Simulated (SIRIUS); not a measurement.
# Sr (Fm-3m) in SIRIUS: convergence with wave cutoff

Aim: find how far wave cutoff must go before the results for Sr settle, at PBE. This setting moves, with any that are tied to it; all else stays.

All numbers are computed with SIRIUS 7.10.0; they aren't measurements. Logs are shortened: lines on timing, memory, paths and dates and some standing lists are left out, and cuts for length are marked. The log counts tension as positive stress, the text compression.

### 1 The crystal as given

The structure is cubic, space group Fm-3m (No. 225). The conventional cell has a = 6.085 Å, b = 6.085 Å, c = 6.085 Å, α = 90.00°, β = 90.00°, γ = 90.00°. Around Sr (site symmetry m-3m) lie 12 Sr at 4.30 Å.

### 2 With wave cutoff 234.3 eV

The input, sirius.json:

```json
{
  "control": {
    "processing_unit": "cpu",
    "verbosity": 2,
    "num_bands_to_print": 11,
    "print_forces": true,
    "print_stress": true
  },
  "parameters": {
    "electronic_structure_method": "pseudopotential",
    "xc_functionals": ["XC_GGA_X_PBE", "XC_GGA_C_PBE"],
    "gk_cutoff": 4.15,
    "pw_cutoff": 8.3,
    "ngridk": [8, 8, 8],
    "shiftk": [0, 0, 0],
    "smearing": "methfessel_paxton",
    "smearing_width": 0.0018374661,
    "num_bands": 11,
    "num_mag_dims": 0,
    "num_dft_iter": 100,
    "energy_tol": 1e-08,
    "density_tol": 1e-06
  },
  "iterative_solver": {
    "type": "davidson",
    "min_tolerance": 1e-10
  },
  "mixer": {
    "type": "anderson",
    "beta": 0.7,
    "max_history": 8
  },
  "settings": {
    "tol_ne": 1e-10
  },
  "unit_cell": {
    "lattice_vectors": [
      [0.0, 5.749208275255, 5.749208275255],
      [5.749208275255, 0.0, 5.749208275255],
      [5.749208275255, 5.749208275255, 0.0]
    ],
    "atom_coordinate_units": "lattice",
    "atom_types": ["Sr"],
    "atom_files": {
      "Sr": "Sr.json"
    },
    "atoms": {
      "Sr": [
        [0.0, 0.0, 0.0]
      ]
    }
  }
}
```

Potentials or basis: SG15 1.2 PBE (norm-conserving).

Started as:

```
upf_to_json Sr_ONCV_PBE-1.2.upf
OMP_NUM_THREADS=1 sirius.scf --input=sirius.json --output=out.json --task=0
```

What it wrote:

```text
[info] SIRIUS version : 7.10.0
[info] number of MPI ranks           : 1
[info] MPI grid                      : 1 1
[info] maximum number of OMP threads : 1
[fft] FFT context for density and potential
[fft] =====================================
[fft]   comm size                             : 1
[fft]   plane wave cutoff                     : 8.3
[fft]   grid size                             : 24 24 24   total : 13824
[fft]   grid limits                           : -11 12   -11 12   -11 12
[fft]   number of G-vectors within the cutoff : 1848
[fft]   local number of G-vectors             : 1848
[fft]   number of G-shells                    : 128
[fft] FFT context for coarse grid
[fft] =====================================
[fft]   comm size                             : 1
[fft]   plane wave cutoff                     : 8.3
[fft]   grid size                             : 24 24 24   total : 13824
[fft]   grid limits                           : -11 12   -11 12   -11 12
[fft]   number of G-vectors within the cutoff : 1848
[fft]   local number of G-vectors             : 1848
[fft]   number of G-shells                    : 128
[unit cell] lattice vectors
[unit cell]   a1 :       0.0000000000      5.7492082753      5.7492082753
[unit cell]   a2 :       5.7492082753      0.0000000000      5.7492082753
[unit cell]   a3 :       5.7492082753      5.7492082753      0.0000000000
[unit cell] reciprocal lattice vectors
[unit cell]   b1 :      -0.5464391797      0.5464391797      0.5464391797
[unit cell]   b2 :       0.5464391797     -0.5464391797      0.5464391797
[unit cell]   b3 :       0.5464391797      0.5464391797     -0.5464391797
[unit cell] unit cell volume :       380.06171323 [a.u.^3]
[unit cell] 1/sqrt(omega)    :         0.05129475
[unit cell] MT volume        :         0.00000000 ( 0.00%)
[unit cell] IT volume        :       380.06171323 (100.00%)
[unit cell] number of atom types : 1
[unit cell] type id : 0 symbol : Sr mt_radius :   6.010000 num_atoms : 1
[unit cell] total number of atoms : 1
[... 361 lines left out ...]
[find] valence_eval_sum               :      -5.10191715
[find] <rho|V^{XC}>                   :      -5.56595743
[find] <rho|E^{XC}>                   :      -4.28610897
[find] <mag|B^{XC}>                   :       0.00000000
[find] <rho|V^{H}>                    :      14.74655305
[find] one-electron contribution      :     -14.28251278 (Ha),     -28.56502555 (Ry)
[find] hartree contribution           :       7.37327653
[find] xc contribution                :      -4.28610897
[find] ewald contribution             :     -19.93692807
[find] PAW contribution               :       0.00000000
[find] smearing (-TS)                 :      -0.01039848
[find] SCF correction                 :       0.00000013
[find] Total energy                   :     -31.13227316 (Ha),     -62.26454632 (Ry)
[find] Free energy (E-TS)             :     -31.14267164 (Ha),     -62.28534329 (Ry)
[find] band gap (eV)                  :       0.00000000
[find] Efermi                         :       0.17894926
[ground_state] === stress tensor components [kbar] ===
[ground_state] === stress_kin ===
[ground_state] -4507.035517    0.000000    0.000000
[ground_state]     0.000000-4507.035517   -0.000000
[ground_state]     0.000000   -0.000000-4507.035517
[ground_state] === stress_har ===
[ground_state] -1902.579229    0.000000   -0.000000
[ground_state]     0.000000-1902.579229   -0.000000
[ground_state]    -0.000000   -0.000000-1902.579229
[ground_state] === stress_ewald ===
[ground_state]  5144.468013   -0.000000    0.000000
[ground_state]    -0.000000 5144.468013    0.000000
[ground_state]     0.000000    0.000000 5144.468013
[ground_state] === stress_vloc ===
[ground_state]  1658.137350   -0.000000    0.000000
[ground_state]    -0.000000 1658.137350    0.000000
[ground_state]     0.000000    0.000000 1658.137350
[ground_state] === stress_xc ===
[ground_state]  1037.122605   -0.000000   -0.000000
[ground_state]    -0.000000 1037.122605    0.000000
[ground_state]    -0.000000    0.000000 1037.122605
[ground_state] === stress_nonloc ===
[ground_state] -1410.266050    0.000000    0.000000
[ground_state]     0.000000-1410.266050   -0.000000
[ground_state]     0.000000   -0.000000-1410.266050
[ground_state] === stress_us_nl ===
[ground_state] -1410.266050    0.000000    0.000000
[ground_state]     0.000000-1410.266050   -0.000000
[ground_state]     0.000000   -0.000000-1410.266050
[ground_state] === stress_total ===
[ground_state]    19.847173   -0.000000    0.000000
[ground_state]    -0.000000   19.847173    0.000000
[ground_state]     0.000000    0.000000   19.847173
[ground_state] ==== total Forces in Ha/bohr =====
[ground_state] atom:    0, force:       0.0000000      0.0000000      0.0000000
[ground_state] ==== ultrasoft contribution from Qij =====
[ground_state] atom:    0, force:       0.0000000      0.0000000      0.0000000
[ground_state] ==== non-local contribution from Beta-projector =====
[ground_state] atom:    0, force:       0.0000000      0.0000000      0.0000000
[ground_state] ==== contribution from local potential =====
[ground_state] atom:    0, force:       0.0000000      0.0000000      0.0000000
[ground_state] ==== contribution from core density =====
[ground_state] atom:    0, force:       0.0000000      0.0000000      0.0000000
[ground_state] ==== Ewald forces from ions =====
[ground_state] atom:    0, force:       0.0000000      0.0000000      0.0000000
[~DFT_ground_state] local op. applied: 12661
[~DFT_ground_state] evp. work count: 4890.29
[~DFT_ground_state] number of iterative solver steps: 1380
```

Run time: 4.2 s. Hardware: 1 thread of Arm Neoverse V2, shared host; peak memory 0.08 GiB.

Results:

```
Pressure               : -2.0 GPa
Band gap on the k mesh : none (metal or under the smearing width)
```

### 3 With wave cutoff 337.4 eV

sirius.json: that of step 2 with these lines changed.

```diff
@@ -11,4 +11,4 @@
     "xc_functionals": ["XC_GGA_X_PBE", "XC_GGA_C_PBE"],
-    "gk_cutoff": 4.15,
-    "pw_cutoff": 8.3,
+    "gk_cutoff": 4.98,
+    "pw_cutoff": 9.96,
     "ngridk": [8, 8, 8],
```

Potentials or basis: SG15 1.2 PBE (norm-conserving).

Started as:

```
upf_to_json Sr_ONCV_PBE-1.2.upf
OMP_NUM_THREADS=1 sirius.scf --input=sirius.json --output=out.json --task=0
```

Run time: 7.3 s. Hardware: 1 thread of Arm Neoverse V2, shared host; peak memory 0.09 GiB.

Results:

- Pressure: -0.4 GPa
- Band gap on the k mesh: none (metal or under the smearing width)

### 4 With wave cutoff 459.3 eV

sirius.json: that of step 3 with these lines changed.

```diff
@@ -11,4 +11,4 @@
     "xc_functionals": ["XC_GGA_X_PBE", "XC_GGA_C_PBE"],
-    "gk_cutoff": 4.98,
-    "pw_cutoff": 9.96,
+    "gk_cutoff": 5.81,
+    "pw_cutoff": 11.62,
     "ngridk": [8, 8, 8],
```

Started as:

```
upf_to_json Sr_ONCV_PBE-1.2.upf
OMP_NUM_THREADS=1 sirius.scf --input=sirius.json --output=out.json --task=0
```

Wall time 11 s (1 thread of Arm Neoverse V2, shared host); peak memory 0.12 GiB.

What came out:

```
Pressure               : -0.4 GPa
Band gap on the k mesh : none (metal or under the smearing width)
```

### 5 With wave cutoff 599.9 eV

sirius.json: that of step 4 with these lines changed.

```diff
@@ -11,4 +11,4 @@
     "xc_functionals": ["XC_GGA_X_PBE", "XC_GGA_C_PBE"],
-    "gk_cutoff": 5.81,
-    "pw_cutoff": 11.62,
+    "gk_cutoff": 6.64,
+    "pw_cutoff": 13.28,
     "ngridk": [8, 8, 8],
```

Started as:

```
upf_to_json Sr_ONCV_PBE-1.2.upf
OMP_NUM_THREADS=1 sirius.scf --input=sirius.json --output=out.json --task=0
```

Run time: 15 s. Hardware: 1 thread of Arm Neoverse V2, shared host; peak memory 0.14 GiB.

What came out:

* Pressure: -0.4 GPa
* Band gap on the k mesh: none (metal or under the smearing width)

### 6 With wave cutoff 759.2 eV

sirius.json: that of step 5 with these lines changed.

```diff
@@ -11,4 +11,4 @@
     "xc_functionals": ["XC_GGA_X_PBE", "XC_GGA_C_PBE"],
-    "gk_cutoff": 6.64,
-    "pw_cutoff": 13.28,
+    "gk_cutoff": 7.47,
+    "pw_cutoff": 14.94,
     "ngridk": [8, 8, 8],
@@ -37,6 +37,7 @@
     "lattice_vectors": [
-      [0.0, 5.749208275255, 5.749208275255],
-      [5.749208275255, 0.0, 5.749208275255],
-      [5.749208275255, 5.749208275255, 0.0]
+      [0.0, 0.707106781187, 0.707106781187],
+      [0.707106781187, 0.0, 0.707106781187],
+      [0.707106781187, 0.707106781187, 0.0]
     ],
+    "lattice_vectors_scale": 8.1306083158,
     "atom_coordinate_units": "lattice",
```

Potentials or basis: SG15 1.2 PBE (norm-conserving).

Started as:

```
upf_to_json Sr_ONCV_PBE-1.2.upf
OMP_NUM_THREADS=1 sirius.scf --input=sirius.json --output=out.json --task=0
```

Run time: 24 s. Hardware: 1 thread of Arm Neoverse V2, shared host; peak memory 0.19 GiB.

The run converged. Its results:

```yaml
Pressure: -0.4 GPa
Band_gap_on_the_k_mesh: none (metal or under the smearing width)
```

### 7 With wave cutoff 937.3 eV

sirius.json: that of step 6 with these lines changed.

```diff
@@ -11,4 +11,4 @@
     "xc_functionals": ["XC_GGA_X_PBE", "XC_GGA_C_PBE"],
-    "gk_cutoff": 7.47,
-    "pw_cutoff": 14.94,
+    "gk_cutoff": 8.3,
+    "pw_cutoff": 16.6,
     "ngridk": [8, 8, 8],
```

Started as:

```
upf_to_json Sr_ONCV_PBE-1.2.upf
OMP_NUM_THREADS=1 sirius.scf --input=sirius.json --output=out.json --task=0
```

Wall time 27 s (1 thread of Arm Neoverse V2, shared host); peak memory 0.23 GiB.

Results (log left out):

| Item | Value |
| --- | --- |
| Pressure | -0.4 GPa |
| Band gap on the k mesh | none (metal or under the smearing width) |

### 8 With wave cutoff 1238.3 eV

sirius.json: that of step 7 with these lines changed.

```diff
@@ -11,4 +11,4 @@
     "xc_functionals": ["XC_GGA_X_PBE", "XC_GGA_C_PBE"],
-    "gk_cutoff": 8.3,
-    "pw_cutoff": 16.6,
+    "gk_cutoff": 9.54,
+    "pw_cutoff": 19.08,
     "ngridk": [8, 8, 8],
@@ -37,7 +37,6 @@
     "lattice_vectors": [
-      [0.0, 0.707106781187, 0.707106781187],
-      [0.707106781187, 0.0, 0.707106781187],
-      [0.707106781187, 0.707106781187, 0.0]
+      [0.0, 5.749208275255, 5.749208275255],
+      [5.749208275255, 0.0, 5.749208275255],
+      [5.749208275255, 5.749208275255, 0.0]
     ],
-    "lattice_vectors_scale": 8.1306083158,
     "atom_coordinate_units": "lattice",
```

Started as:

```
upf_to_json Sr_ONCV_PBE-1.2.upf
OMP_NUM_THREADS=1 sirius.scf --input=sirius.json --output=out.json --task=0
```

Wall time 41 s (1 thread of Arm Neoverse V2, shared host); peak memory 0.32 GiB.

Results (log left out):

```yaml
Pressure: -0.4 GPa
Band_gap_on_the_k_mesh: none (metal or under the smearing width)
```

### 9 With wave cutoff 1584 eV

sirius.json: that of step 8 with these lines changed.

```diff
@@ -11,4 +11,4 @@
     "xc_functionals": ["XC_GGA_X_PBE", "XC_GGA_C_PBE"],
-    "gk_cutoff": 9.54,
-    "pw_cutoff": 19.08,
+    "gk_cutoff": 10.79,
+    "pw_cutoff": 21.58,
     "ngridk": [8, 8, 8],
```

Potentials or basis: SG15 1.2 PBE (norm-conserving).

Started as:

```
upf_to_json Sr_ONCV_PBE-1.2.upf
OMP_NUM_THREADS=1 sirius.scf --input=sirius.json --output=out.json --task=0
```

It took 57 s on 1 thread of Arm Neoverse V2, shared host; peak memory 0.44 GiB.

The run converged. Its results:

```yaml
Pressure: -0.4 GPa
Band_gap_on_the_k_mesh: none (metal or under the smearing width)
```

### 10 The series at a glance

| wave cutoff | pressure (GPa) | SCF cycles | CPU time (s) | peak memory (GiB) |
| --- | --- | --- | --- | --- |
| 234.3 eV | -1.98 | 16 | 4.2 | 0.08 |
| 337.4 eV | -0.42 | 16 | 7.3 | 0.09 |
| 459.3 eV | -0.40 | 16 | 11 | 0.12 |
| 599.9 eV | -0.40 | 14 | 15 | 0.14 |
| 759.2 eV | -0.40 | 15 | 24 | 0.19 |
| 937.3 eV | -0.40 | 15 | 27 | 0.23 |
| 1238.3 eV | -0.40 | 15 | 41 | 0.32 |
| 1584 eV | -0.40 | 15 | 57 | 0.44 |

Against the tightest run, the pressure stays within 0.1 GPa from 337.4 eV on. The tightest run that finished is the yardstick and may itself not be fully converged.
